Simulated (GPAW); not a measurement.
Runs of GPAW 26.7.0 on BaTiO3. Symmetry: Pm-3m, No. 221, cubic system. Conventional cell: a = 4.006 Å, b = 4.006 Å, c = 4.006 Å, α = 90.00°, β = 90.00°, γ = 90.00°. Ba (site symmetry m-3m) is surrounded by 12 O at 2.83 Å. Around Ti (site symmetry m-3m) lie 6 O at 2.00 Å. O (site symmetry 4/mmm) has 2 Ti at 2.00 Å as nearest neighbours. 

```csv
task,level,potentials or basis,cell,k mesh,optimizer,fmax,max steps,convergence,target pressure,gap on the mesh (eV),pressure (GPa)
relaxation of cell and atoms,PBEsol,"PAW data sets generated in the run's folder for this functional, pw",relaxed,6 × 6 × 6,BFGS,0.02 eV/Å,60,density=1e-05 forces=0.0001,-,(b),0.1
relaxation of cell and atoms,PBEsol,"PAW data sets generated in the run's folder for this functional, pw",relaxed to 5 GPa,6 × 6 × 6,BFGS,0.02 eV/Å,60,density=1e-05 forces=0.0001,5 GPa,1.82,5.0
band structure,PBE,"GPAW PAW data sets (gpaw-data 1.2.1), pw",as given,7 × 7 × 7,-,-,-,-,-,1.84,3.0
relaxation of cell and atoms,PBEsol,"PAW data sets generated in the run's folder for this functional, pw",relaxed to 30 GPa,6 × 6 × 6,BFGS,0.02 eV/Å,60,density=1e-05 forces=0.0001,30 GPa,(c),30.0
relaxation of cell and atoms,PBEsol,"PAW data sets generated in the run's folder for this functional, pw",relaxed to 20 GPa,6 × 6 × 6,BFGS,0.02 eV/Å,60,density=1e-05 forces=0.0001,20 GPa,(a),20.0
relaxation of cell and atoms,PBEsol,"PAW data sets generated in the run's folder for this functional, pw",relaxed to 10 GPa,6 × 6 × 6,BFGS,0.02 eV/Å,60,density=1e-05 forces=0.0001,10 GPa,1.86,9.9
relaxation of cell and atoms,PBEsol,"PAW data sets generated in the run's folder for this functional, pw",relaxed to 2 GPa,6 × 6 × 6,BFGS,0.02 eV/Å,60,density=1e-05 forces=0.0001,2 GPa,1.79,2.2
band structure,r2SCAN,"GPAW PAW data sets (gpaw-data 1.2.1), pw",as given,7 × 7 × 7,-,-,-,-,-,2.20,0.0
```

Alike in all rows: no spin polarisation; cutoff (eV) 800; smearing fermi-dirac 0.05 eV.

Problem. Estimate the missing entries.

Solution. (a) 1.94; (b) 1.77; (c) 1.95.

Caveats: spin-orbit coupling is left out, which moves the levels of the heavy elements; later steps reuse the first step's grids (some runs); the PAW data sets were made with another functional, which shifts forces and pressure a little (some runs).

A k mesh can miss the band edges, and the runs leave out spin-orbit coupling on Ba.
